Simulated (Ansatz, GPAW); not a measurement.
## A script for PbSe (PBE in single-zeta orbitals)

These are simulated results from GPAW 26.7.0, not measurements. The cell began as a database structure and was relaxed with r2SCAN+rVV10 in plane waves (Ansatz 0.2.0). All runs are without spin polarisation.

Space group Cmcm (No. 63), orthorhombic; conventional cell a = 4.275 Å, b = 11.994 Å, c = 4.433 Å, 28.42 Å³ an atom. Pb has 5 Se at 2.81–3.08 Å; Se has 5 Pb at 2.81–3.08 Å.

The basis is minimal: single zeta, one radial function for each shell that the log's basis lists. It describes the filled bands fairly and the empty ones poorly.

Input script:

```python
import json
from ase import Atoms
from gpaw import GPAW, PW, FermiDirac

atoms = Atoms(['Pb', 'Pb', 'Se', 'Se'],
              cell=[[2.137704, -5.996764, 0.0], [2.137704, 5.996764, 0.0], [0.0, 0.0, 4.433489]],
              scaled_positions=[[0.628436, 0.371564, 0.75], [0.371564, 0.628436, 0.25], [0.862684, 0.137316, 0.75], [0.137316, 0.862684, 0.25]],
              pbc=True)
calc = GPAW(mode='lcao', basis='sz(dzp)', h=0.2, xc='PBE', kpts={'size': (4, 4, 4), 'gamma': True},
            occupations=FermiDirac(0.02), maxiter=100, legacy_gpaw=True, txt='gpaw.txt')
atoms.calc = calc
res = {'energy': atoms.get_potential_energy(force_consistent=True)}
res['electrons'] = calc.get_number_of_electrons()
res['k'] = calc.get_ibz_k_points().tolist()
res['levels'] = [calc.get_eigenvalues(kpt=i).tolist() for i in range(len(res['k']))]
points = [[0.0, 0.0, 0.0], [-0.5, 0.5, 0.0], [-0.281769, 0.718231, 0.0], [0.281769, 0.281769, 0.0], [0.0, 0.0, 0.5], [0.281769, 0.281769, 0.5], [-0.281769, 0.718231, 0.5], [-0.5, 0.5, 0.5], [0.0, 0.5, 0.0], [0.5, -0.5, 0.382813], [0.209635, 0.209635, 0.0], [-0.5, 0.5, 0.4]]
bands = calc.fixed_density(kpts=points, symmetry='off', txt='bands.txt')
res['points'] = [bands.get_eigenvalues(kpt=i).tolist() for i in range(len(points))]
json.dump(res, open('results.json', 'w'))
print('free energy (eV):', round(res['energy'], 5))
```

Command: `python run.py`. It took 12 s on 1 thread of Arm Neoverse N1, with other jobs on the host, peak memory 0.17 GiB.

The log gpaw.txt, trimmed of paths, versions and times, then the last line on the terminal. An iter line gives the energy in eV and the logarithms of the changes of orbitals (plane waves alone) and density (c: converged):

```
___ ___ ___ _ _ _
 |   |   |_  | | | |

 | | | | | . | | | |

 |__ |  _|___|_____|  26.7.0
 |___|_|

Input parameters:
  basis: sz(dzp)
  h: 0.2
  kpts: {gamma: True,
         size: (4, 4, 4)}
  maxiter: 100
  mode: lcao
  occupations: {fixmagmom: False,
                name: fermi-dirac,
                width: 0.02}
  xc: PBE

System changes: positions, numbers, cell, pbc, initial_charges, initial_magmoms

Initialize ...

species:
  Pb:
    name:    Lead
    Z:       82.0
    valence: 14
    core:    68
    charge:  0.0  # [|e|]
    compensation charges:
      type: gauss
      rc: 0.38  # [Å]
      lmax: 2
    cutoffs:
      filter: 2.36  # [Å]
      core: 2.43  # [Å]
    projectors
    | kind |    occ | energy [eV] | rcut [Å] |

    |------|--------|-------------|----------|

    |   6s |  2.000 |     -11.969 |    1.259 |

    |   6p |  2.000 |      -3.506 |    1.275 |

    |   5d | 10.000 |     -21.211 |    1.217 |

    |    s |        |      15.243 |    1.259 |

    |    p |        |      23.705 |    1.275 |

    |    d |        |       6.001 |    1.217 |

    LCAO basis set for Pb:
      Name: sz(dzp)
      Number of radial functions: 3
      Number of spherical harmonics: 9
        l=0, rc=6.8438 Bohr: 6s-sz confined orbital
        l=1, rc=9.8125 Bohr: 6p-sz confined orbital
        l=2, rc=4.5156 Bohr: 5d-sz confined orbital
      Number of RI-basis functions 0

  Se:
    name:    Selenium
    Z:       34.0
    valence: 6
    core:    28
    charge:  0.0  # [|e|]
    compensation charges:
      type: gauss
      rc: 0.27  # [Å]
      lmax: 2
    cutoffs:
      filter: 1.77  # [Å]
      core: 2.67  # [Å]
    projectors
    | kind |    occ | energy [eV] | rcut [Å] |

    |------|--------|-------------|----------|

    |   4s |  2.000 |     -17.277 |    0.847 |

    |   4p |  4.000 |      -6.512 |    1.005 |

    |    s |        |       9.935 |    0.847 |

    |    p |        |      20.699 |    1.005 |

    |    d |        |       0.000 |    0.847 |

    LCAO basis set for Se:
      Name: sz(dzp)
      Number of radial functions: 2
      Number of spherical harmonics: 4
        l=0, rc=5.7344 Bohr: 4s-sz confined orbital
        l=1, rc=7.2656 Bohr: 4p-sz confined orbital
      Number of RI-basis functions 0

Reference energy: -1266755.990990  # eV

Spin-paired calculation

Convergence criteria:
 Maximum [total energy] change in last 3 cyles: 0.0005 eV / valence electron
 Maximum integral of absolute [dens]ity change: 0.0001 electrons / valence electron
 Maximum integral of absolute [eigenst]ate change: 4e-08 eV^2 / valence electron
 Maximum number of scf [iter]ations: 100
 (Square brackets indicate name in SCF output, whereas a 'c' in
 the SCF output indicates the quantity has converged.)

Symmetries present (total): 4

  ( 1  0  0)  ( 0  1  0)  ( 0 -1  0)  (-1  0  0)
  ( 0  1  0)  ( 1  0  0)  (-1  0  0)  ( 0 -1  0)
  ( 0  0  1)  ( 0  0 -1)  ( 0  0  1)  ( 0  0 -1)

64 k-points: 4 x 4 x 4 Monkhorst-Pack grid + [1/8,1/8,1/8]
24 k-points in the irreducible part of the Brillouin zone
       k-points in crystal coordinates                weights
   0:     0.00000000    0.00000000    0.00000000          1/64
   1:     0.00000000    0.00000000    0.25000000          2/64
   2:     0.00000000    0.00000000    0.50000000          1/64
   3:     0.25000000   -0.25000000   -0.25000000          2/64
   4:     0.25000000   -0.25000000    0.00000000          2/64
   5:     0.25000000   -0.25000000    0.25000000          2/64
   6:     0.25000000   -0.25000000    0.50000000          2/64
   7:     0.25000000    0.00000000   -0.25000000          4/64
   8:     0.25000000    0.00000000    0.00000000          4/64
   9:     0.25000000    0.00000000    0.25000000          4/64
          ...
  23:     0.50000000    0.50000000    0.50000000          1/64

Wave functions: LCAO
  Diagonalizer: Serial LAPACK
  Atomic Correction: dense with blas
  Data-type: complex

Occupation numbers: Fermi-Dirac:
  width: 0.0200  # eV

Eigensolver
   LCAO using direct dense diagonalizer

Densities:
  Coarse grid: 20*20*24 grid
  Fine grid: 40*40*48 grid
  Total Charge: 0.000000

Density mixing:
  Method: separate
  Backend: msr1
  Linear mixing parameter: 0.05
  old densities: 10
  Width of damping distribution: 1.1
  Damping of long wavelength oscillations: 20

Hamiltonian:
  XC and Coulomb potentials evaluated on a 40*40*48 grid
  Using the PBE Exchange-Correlation functional
  Interpolation: tri-quintic (5. degree polynomial)
  Poisson solver: FastPoissonSolver using
    Stencil: 8*3+1=25 point O(h^6) finite-difference Laplacian
    FFT axes: [np.int64(0), np.int64(1), np.int64(2)]
    FST axes: []

XC parameters: PBE with 2 nearest neighbor stencil

Memory estimate:
  Process memory now: 116.09 MiB
  Calculator: 19.96 MiB
    Density: 13.16 MiB
      Arrays: 1.90 MiB
      Localized functions: 9.79 MiB
      Mixer: 1.46 MiB
    Hamiltonian: 2.06 MiB
      Arrays: 1.25 MiB
      XC: 0.00 MiB
      Poisson: 0.00 MiB
      vbar: 0.81 MiB
    Wavefunctions: 4.74 MiB
      C [qnM]: 0.25 MiB
      S, T [2 x qmm]: 0.50 MiB
      P [aqMi]: 0.04 MiB
      BasisFunctions: 3.96 MiB
      Eigensolver: 0.00 MiB

Total number of cores used: 1

Number of atoms: 4
Number of atomic orbitals: 26
Number of bands in calculation: 26
Number of valence electrons: 40
Bands to converge: occupied
Positions:
   0 Pb     2.137704   -1.540401    3.325117    ( 0.0000,  0.0000,  0.0000)
   1 Pb     2.137704    1.540401    1.108372    ( 0.0000,  0.0000,  0.0000)
   2 Se     2.137704   -4.349861    3.325117    ( 0.0000,  0.0000,  0.0000)
   3 Se     2.137704    4.349861    1.108372    ( 0.0000,  0.0000,  0.0000)

Unit cell:
           periodic     x           y           z      points  spacing
  1. axis:    yes    2.137704   -5.996764    0.000000    20     0.2014
  2. axis:    yes    2.137704    5.996764    0.000000    20     0.2014
  3. axis:    yes    0.000000    0.000000    4.433489    24     0.1847

  Lengths:   6.366393   6.366393   4.433489
  Angles:   90.000000  90.000000 140.760112

Effective grid spacing dv^(1/3) = 0.2279

iter:   1   -13.252960        c
iter:   2   -13.174143        c -1.31
iter:   3   -12.862902        c -1.35
iter:   4   -12.858893        c -2.15
iter:   5   -12.858207c       c -2.38
iter:   6   -12.858088c       c -3.22
iter:   7   -12.858086c       c -4.09c

Converged after 7 iterations.

Energy contributions relative to reference atoms: (reference = -1266755.990990)

Kinetic:       +124.831112
Potential:     -116.588098
External:        +0.000000
XC:             -22.352422
Entropy (-ST):   -0.000000
Local:           +1.251321
SIC:             +0.000000
--------------------------
Free energy:    -12.858086
Extrapolated:   -12.858086

Showing only first 2 kpts
 Kpt  Band  Eigenvalues  Occupancy
  0    18      4.56325    2.00000
  0    19      5.52838    2.00000
  0    20     10.83736    0.00000
  0    21     11.01997    0.00000

  1    18      5.17243    2.00000
  1    19      5.27644    2.00000
  1    20      9.38336    0.00000
  1    21      9.45975    0.00000

Fermi level: 6.42621

Gap: 1.105 eV
Transition (v -> c):
  (s=0, k=2, n=19, [0.00, 0.00, 0.50]) -> (s=0, k=21, n=20, [0.50, 0.50, 0.00])
Direct/indirect transitions are different
Direct gap: 1.394 eV
Transition at: (s=0, k=11, n=19, [0.25, 0.25, 0.00])

free energy (eV): -12.85809
```

The gap in the log is over the mesh alone; results.json adds the listed points. PBE in single-zeta orbitals gives a gap of 0.77 eV. On the same cell, plane-wave PBE (Ansatz, 6×6×6 k points and the special points) gives a gap of 0.82 eV and r2SCAN a gap of 1.19 eV; on shared hosts these took about 28 and 56 core-seconds on the 4-atom cell, against 12 for the script. Spin-orbit coupling, left out in all these runs, can cut or reorder the gap by tenths of an eV, up to about 1 eV with Pb or Bi.

Spin-orbit coupling is left out; in compounds of Pb, Bi, Tl or Hg it can lower a gap by up to about 1 eV, split its edges or invert the bands.
